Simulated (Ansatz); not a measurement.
**Clamped-ion strain scan in WS$_{2}$**

The calculation used Ansatz, DFT PBEsol, scalar-relativistic, plane waves, PAW. Cutoff 650 eV, Γ-centred 12×12×12 k-points, Gaussian smearing of 0.05 eV. Spin–orbit coupling is left out, which matters for the heavy elements here. No spin polarisation. Energies are free energies at this smearing, counted from the undisturbed cell; pressure is positive in compression.

Reference structure (as given, not relaxed at this level; it stands at -0.6 GPa; this form isn't the usual structure):

```
W S
1.0
     1.57900    0.91164    6.16333
    -1.57900    0.91164    6.16333
     0.00000   -1.82327    6.16333
W S
1 2
Direct
  0.00000 0.00000 0.00000
  0.75030 0.75030 0.75030
  0.58100 0.58100 0.58100
```

The cell holds layers and no dispersion correction was added, so their binding is poorly described.

The cell is strained by ε times the Voigt pattern (0, 1, 0, 0, 0, 0) (xx, yy, zz, yz, xz, xy; engineering shear) with fractional coordinates fixed.

```tsv
ε	ΔE (meV/atom)
-0.1500	501.7
-0.1125	254.5
-0.0750	100.2
0.0000	0.0
0.0375	24.8
0.1125	169.1
0.1500	273.3
```

**Question.** Predict the gap on the mesh (eV) at each point.

**Answer.**
```tsv
ε	gap on the mesh (eV)
-0.1500	1.21
-0.1125	1.15
-0.0750	1.06
0.0000	0.97
0.0375	0.94
0.1125	0.65
0.1500	0.58
```

Cost: 7 runs of about 9.9 core-minutes in all, on Arm Neoverse V1 (shared hosts).